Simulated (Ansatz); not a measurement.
CdI2 in the CdI2 structure (r2SCAN+rVV10 geometry), in Ansatz:

```
Cd I
1.0
     4.24701    0.00000    0.00000
    -2.12350    3.67802    0.00000
     0.00000    0.00000    6.89503
Cd I
1 2
Cartesian
  0.0000 0.0000 0.0000
  0.0000 2.4520 1.7196
  2.1235 1.2260 5.1755
```

G0W0@PBE with 405 empty bands, a screening cutoff of 140 eV and a 6×6×2 mesh (PAW, contour deformation) gives 3.560 eV over the mesh points, from a PBE gap of 2.375 eV; it sums over 432 bands with 391 plane waves in the screening and a wave cutoff of 420 eV. The G0W0 figures hold for the stated bands, cutoff and mesh and aren't extrapolated. The values are computed, spin-unpolarised, and not measurements.

Task: Another run gave a Kohn-Sham gap of 2.375 eV and a G0W0 gap of 3.587 eV, summing over 771 bands with 713 plane waves in the screening and a wave cutoff of 420 eV. What was changed?

Result: Empty bands 744, screening cutoff 210 eV. The counts of bands and plane waves show it.

Task: Estimate the gap with starting point HSE06.

Result: 4.068 eV (+0.508 eV), from a Kohn-Sham gap of 3.341 eV.

Task: Estimate the gap with empty bands 174, screening cutoff 80 eV.

Result: 3.500 eV (-0.060 eV), from a Kohn-Sham gap of 2.375 eV.

Spin-orbit coupling is left out, which matters wherever the heavy atoms make up the band edges.

With a shallow d shell on the cation, G0W0 converges slowly in bands and cutoff, so these values are in doubt.
